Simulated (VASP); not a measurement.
## AlN (rocksalt): one PBE dielectric-response calculation in two programs

```yaml
crystal:
  lattice:
    - [0.00000, 2.01887, 2.01887]
    - [2.01887, 0.00000, 2.01887]
    - [2.01887, 2.01887, 0.00000]
  atoms:
    - { symbol: Al, position: [0.00000, 0.00000, 0.00000] }
    - { symbol: N, position: [0.50000, 0.50000, 0.50000] }
```

Datasets and cutoffs are each program's own. VASP's cell holds 8 valence electrons and Ansatz's 8. Ansatz refines its k mesh for the response by itself, so the meshes differ.

Cutoffs: 520 eV in VASP, 420 eV in Ansatz. k meshes: 16×16×16 and 10×10×10.

```
                                                                VASP            Ansatz
                 ε∞ with local fields (xx, yy, zz)  5.11, 5.11, 5.11  5.11, 5.11, 5.11
mean Born charge by atom, in the order of the cell     2.96, -2.96 e     2.97, -2.97 e
```
